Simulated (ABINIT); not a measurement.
# LiBr (Fm-3m): G0W0 in ABINIT against the k mesh

Aim: move the k mesh of a G0W0 run on LiBr (Fm-3m) over a wide range.

Calculated with ABINIT 10.8.3; PBE and many-body steps on it, plane waves.

Most raw output is cut from this account.

### 1. Set-up

Symmetry: Fm-3m, No. 225, cubic system. Conventional cell: a = 5.501 Å, b = 5.501 Å, c = 5.501 Å, α = 90.00°, β = 90.00°, γ = 90.00°. Nearest to Li lie 6 Br at 2.75 Å. Nearest to Br lie 6 Li at 2.75 Å. Farther neighbours and most contacts between anions are not listed.

The cell and positions come from the Crystallography Open Database and are kept as given unless a step says otherwise.

### 2. Empty states on the mesh, 4×4×4 mesh, 137 bands

This step: ABINIT 10.8.3; DFT, PBE, plane waves, norm-conserving pseudopotentials.

The sums over transitions need many empty states on a uniform mesh; this step solves for them.

Contents of run.abi:

```
acell 3*1.0 Angstrom
rprim 
  0.000000000000 2.750650000000 2.750650000000
  2.750650000000 0.000000000000 2.750650000000
  2.750650000000 2.750650000000 0.000000000000
ntypat 2
znucl 3 35
natom 2
typat 1 2
xred 
  0.000000000000 0.000000000000 0.000000000000
  0.500000000000 0.500000000000 0.500000000000
pp_dirpath "pseudos"
pseudos "Li.upf, Br.upf"
ecut 33
ngkpt 4 4 4
nshiftk 1
shiftk 0 0 0
kptopt 1
chksymbreak 0
irdden 1
istwfk *1
nband 137
prtvol 0
optdriver 6
gwr_task "HDIAGO"
paral_kgb 0
occopt 1
indata_prefix "in"
outdata_prefix "out"
tmpdata_prefix "tmp"
```

The run is started by

```sh
$ OMP_NUM_THREADS=1 mpirun -n 4 abinit run.abi > log
```

Run time: 28 s. Hardware: 4 MPI ranks of Arm Neoverse V1, shared host; peak memory 1.7 GiB.

Numbers from this step:

```
gap                                                           : 4.938 eV
k of the valence top                                          : 0, 0, 0
k of the conduction bottom                                    : 0, 0, 0
least direct gap                                              : 4.938 eV
k points computed                                             : 8
lowest point of the top converged band, above the valence top : 112.4289 eV
```

On this mesh the gap is 4.938 eV.

The density comes from a self-consistent run that is not shown.

### 3. Empty states on the mesh, 2×2×2 mesh, 40 bands

run.abi: that of step 2 with these lines changed.

```diff
@@ -15,3 +15,3 @@
 ecut 33
-ngkpt 4 4 4
+ngkpt 2 2 2
 nshiftk 1
@@ -20,10 +20,10 @@
 chksymbreak 0
+iscf -2
 irdden 1
 istwfk *1
-nband 137
+nband 40
+nbdbuf 4
+tolwfr 1e-09
+nstep 60
 prtvol 0
-optdriver 6
-gwr_task "HDIAGO"
-paral_kgb 0
-occopt 1
 indata_prefix "in"
```

The job ended after 3.7 s (4 MPI ranks; peak memory 0.29 GiB).

This step gave:

* gap: 4.938 eV
* k of the valence top: 0, 0, 0
* k of the conduction bottom: 0, 0, 0
* least direct gap: 4.938 eV
* k points computed: 3
* lowest point of the top converged band, above the valence top: 41.71 eV

On this mesh the gap is 4.938 eV.

### 4. Empty states on the mesh, 6×6×6 mesh, 40 bands

run.abi: that of step 3 with these lines changed.

```diff
@@ -15,3 +15,3 @@
 ecut 33
-ngkpt 2 2 2
+ngkpt 6 6 6
 nshiftk 1
```

The job ended after 9.6 s (4 MPI ranks; peak memory 0.31 GiB).

This step gave:

| Quantity | Value |
| --- | --- |
| gap | 4.938 eV |
| k of the valence top | 0, 0, 0 |
| k of the conduction bottom | 0, 0, 0 |
| least direct gap | 4.938 eV |
| k points computed | 16 |
| lowest point of the top converged band, above the valence top | 41.71 eV |

On this mesh the gap is 4.938 eV.

### 5. Screening, 2×2×2 mesh, 36 bands, screening to 130.6 eV

The RPA dielectric matrix is built and inverted for each q.

This step: RPA screening on PBE, plane waves, norm-conserving pseudopotentials.

run.abi: that of step 4 with these lines changed.

```diff
@@ -15,3 +15,3 @@
 ecut 33
-ngkpt 6 6 6
+ngkpt 2 2 2
 nshiftk 1
@@ -20,10 +20,11 @@
 chksymbreak 0
-iscf -2
-irdden 1
 istwfk *1
-nband 40
-nbdbuf 4
-tolwfr 1e-09
-nstep 60
-prtvol 0
+occopt 1
+irdwfk 1
+optdriver 3
+nband 36
+ecuteps 4.8
+inclvkb 2
+awtr 1
+symchi 1
 indata_prefix "in"
```

Wall time 2 s (4 MPI ranks); peak memory 0.08 GiB; 7.7 s of CPU time.

Numbers from this step:

| Item | Value |
| --- | --- |
| ε∞ with local fields, on this mesh, along the program's q direction | 5.176 |
| the same without local fields | 6.023 |
| plasma frequency | 18.20 eV |
| plane waves in the screening matrix | 137 |

Local fields lower ε∞ by 14 %. On a Γ-centred mesh this coarse the value itself is usually too large, while a short band sum pulls it down.

### 6. 2×2×2

This step: G0W0 on PBE, plane waves, norm-conserving pseudopotentials.

run.abi: that of step 5 with these lines changed.

```diff
@@ -23,8 +23,15 @@
 irdwfk 1
-optdriver 3
+optdriver 4
 nband 36
+gwcalctyp 0
+ecutsigx 33
+symsigma 1
+nkptgw 1
+kptgw 
+  0.0000000000 0.0000000000 0.0000000000
+bdgw 
+  3 9
 ecuteps 4.8
-inclvkb 2
-awtr 1
-symchi 1
+irdscr 1
+ppmodel 1
 indata_prefix "in"
```

It took 2.2 s on 4 MPI ranks; peak memory 0.1 GiB.

This step gave:

| Property | Result |
| --- | --- |
| G0W0 gap on the points computed | 6.561 eV |
| starting gap on the mesh | 4.938 eV |
| k of the valence top | 0, 0, 0 |
| k of the conduction bottom | 0, 0, 0 |
| Z at the valence top | 0.815 |
| Z at the conduction bottom | 0.839 |
| least direct G0W0 gap on the computed points | 6.561 eV |

### 7. Screening, 4×4×4 mesh, 36 bands, screening to 130.6 eV

This step: RPA screening on PBE, plane waves, norm-conserving pseudopotentials.

run.abi: that of step 6 with these lines changed.

```diff
@@ -15,3 +15,3 @@
 ecut 33
-ngkpt 2 2 2
+ngkpt 4 4 4
 nshiftk 1
@@ -23,15 +23,8 @@
 irdwfk 1
-optdriver 4
+optdriver 3
 nband 36
-gwcalctyp 0
-ecutsigx 33
-symsigma 1
-nkptgw 1
-kptgw 
-  0.0000000000 0.0000000000 0.0000000000
-bdgw 
-  3 9
 ecuteps 4.8
-irdscr 1
-ppmodel 1
+inclvkb 2
+awtr 1
+symchi 1
 indata_prefix "in"
```

It took 3.7 s on 4 MPI ranks; peak memory 0.46 GiB; 14 s of CPU time.

Numbers from this step:

```
ε∞ with local fields, on this mesh, along the program's q direction : 3.337
the same without local fields                                       : 3.948
plasma frequency                                                    : 18.20 eV
plane waves in the screening matrix                                 : 137
```

### 8. 4×4×4

The self-energy is evaluated for the states that the input lists, and the levels follow from it, in one-shot runs by the linearised quasiparticle equation.

This step: G0W0 on PBE, plane waves, norm-conserving pseudopotentials.

run.abi: that of step 7 with these lines changed.

```diff
@@ -23,8 +23,15 @@
 irdwfk 1
-optdriver 3
+optdriver 4
 nband 36
+gwcalctyp 0
+ecutsigx 33
+symsigma 1
+nkptgw 1
+kptgw 
+  0.0000000000 0.0000000000 0.0000000000
+bdgw 
+  3 9
 ecuteps 4.8
-inclvkb 2
-awtr 1
-symchi 1
+irdscr 1
+ppmodel 1
 indata_prefix "in"
```

Elapsed: 2.5 s, on 4 MPI ranks; peak memory 0.14 GiB.

Numbers from this step:

* G0W0 gap on the points computed: 6.873 eV
* starting gap on the mesh: 4.938 eV
* k of the valence top: 0, 0, 0
* k of the conduction bottom: 0, 0, 0
* Z at the valence top: 0.81
* Z at the conduction bottom: 0.842
* least direct G0W0 gap on the computed points: 6.873 eV

The gap on the mesh goes from 4.94 eV to 6.87 eV, a correction of +1.93 eV.

### 9. Screening, 6×6×6 mesh, 36 bands, screening to 130.6 eV

This step: RPA screening on PBE, plane waves, norm-conserving pseudopotentials.

run.abi: that of step 8 with these lines changed.

```diff
@@ -15,3 +15,3 @@
 ecut 33
-ngkpt 4 4 4
+ngkpt 6 6 6
 nshiftk 1
@@ -23,15 +23,8 @@
 irdwfk 1
-optdriver 4
+optdriver 3
 nband 36
-gwcalctyp 0
-ecutsigx 33
-symsigma 1
-nkptgw 1
-kptgw 
-  0.0000000000 0.0000000000 0.0000000000
-bdgw 
-  3 9
 ecuteps 4.8
-irdscr 1
-ppmodel 1
+inclvkb 2
+awtr 1
+symchi 1
 indata_prefix "in"
```

Run time: 15 s. Hardware: 4 MPI ranks; peak memory 0.63 GiB.

Numbers from this step:

```
ε∞ with local fields, on this mesh, along the program's q direction : 3.167
the same without local fields                                       : 3.766
plasma frequency                                                    : 18.20 eV
plane waves in the screening matrix                                 : 137
```

### 10. 6×6×6

This step: G0W0 on PBE, plane waves, norm-conserving pseudopotentials.

run.abi: that of step 9 with these lines changed.

```diff
@@ -23,8 +23,15 @@
 irdwfk 1
-optdriver 3
+optdriver 4
 nband 36
+gwcalctyp 0
+ecutsigx 33
+symsigma 1
+nkptgw 1
+kptgw 
+  0.0000000000 0.0000000000 0.0000000000
+bdgw 
+  3 9
 ecuteps 4.8
-inclvkb 2
-awtr 1
-symchi 1
+irdscr 1
+ppmodel 1
 indata_prefix "in"
```

Wall time 3.2 s (4 MPI ranks); peak memory 0.62 GiB; 13 s of CPU time.

Numbers from this step:

```yaml
g0w0_gap_on_the_points_computed: 6.885 eV
starting_gap_on_the_mesh: 4.938 eV
k_of_the_valence_top: 0, 0, 0
k_of_the_conduction_bottom: 0, 0, 0
least_direct_g0w0_gap_on_the_computed_points: 6.885 eV
```

Against the run before, the gap moves by +0.012 eV.

### 11. Side by side

Times are wall times on 4 MPI ranks of Arm Neoverse V1, shared host, good to a factor of about two. A run's time includes the screening step that it read.

```csv
run,mesh,bands,screening cutoff (eV),DFT gap (eV),gap on the mesh (eV),direct (eV),ε∞ used,time
2×2×2,2×2×2,36,130.6,4.938,6.561,6.561,5.18,4.2 s
4×4×4,4×4×4,36,130.6,4.938,6.873,6.873,3.34,6.2 s
6×6×6,6×6×6,36,130.6,4.938,6.885,6.885,3.17,18 s
```

### 12. Outcome

| Quantity | Value |
| --- | --- |
| 2×2×2 | 6.561 eV |
| 4×4×4 | 6.873 eV |
| 6×6×6 | 6.885 eV |
| known limits | not at the basis limit; no spin-orbit coupling; coarse k mesh |

**Reading.** The setting moved: k mesh. From 2×2×2 to 6×6×6 the gap moves by +0.32 eV, for 4.3 times the time. The last step still moves it by +0.012 eV. Bands and screening cutoff are coupled, so a series along one setting does not show full convergence. Bands and cutoff are finite, so the gap is not at the basis limit. The miss can reach some tenths of an eV and take either sign; the mesh is an error of its own. In the G0W0 runs levels were corrected at 1 k point alone, so a gap called «on the mesh» is the least over those, and an edge elsewhere would be missed. The 2×2×2 mesh is coarse for this cell, which bears on the long-range parts of exchange and screening. The many-body steps are scalar-relativistic: spin-orbit coupling is not in them.

[Paths, hosts, dates, memory and timing lines, banners, echoed tables and standing remarks are left out of the program output.]

[Logs are printed without paths, hosts, clocks, repeated set-up lines and the standing remarks that a program may print on its own settings, such as how far it seeks lower states.]

[Runs of the session that timed out or met a known fault of the program may be left out.]

[Hosts, paths, dates, database ids (printed as entryN), source tags and the programs' standing remarks are cut or masked in the printed files.]

[G0W0 gaps are taken among the corrected bands and points alone; a level outside them can change the order at an edge.]

[Where Ansatz stands beside ABINIT at settings called matched, ABINIT's density can come from a denser mesh and the files from another edition; pairs whose starting gaps differed by over 0.03 eV were left out, so agreement reads better than it is.]
